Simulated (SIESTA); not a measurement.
Crystal: HfB2.

```
Hf B
1.0
     3.14000    0.00000    0.00000
    -1.57000    2.71932    0.00000
     0.00000    0.00000    3.48000
Hf B
1 2
Direct
  0.00000 0.00000 0.00000
  0.66667 0.33333 0.50000
  0.33333 0.66667 0.50000
```

Base run:

```yaml
Program: SIESTA 5.4.2
Functional: vdW-DF
Potentials_or_basis: PseudoDojo 0.4 standard (PBE files)
Basis: DZP (energy shift 0.003 Ry; two zetas on semicore shells)
Grid_cutoff: 800 Ry
Energy_shift: 0.003 Ry
k_mesh: 10 × 10 × 8
Occupations: fermi-dirac, width 0.05 eV
Spin: no spin polarisation
```

Its results: band gap on the k mesh none (metal or under the smearing width); pressure 7.7 GPa.

**Question.** After a change of settings the same cell gave: band gap on the k mesh none (metal or under the smearing width); pressure 11.0 GPa. Which change was it?
A. functional from vdW-DF to vdW-DF-C09
B. functional from vdW-DF to VV10
C. functional from vdW-DF to PBE
D. functional from vdW-DF to vdW-DF2

**Answer.** D.

Caveats: short orbitals over semicore shells can move pressures by several GPa; the potentials were made for another functional, which shifts forces and pressure; the basis of atomic orbitals isn't converged, which shifts pressures, moduli and gaps.
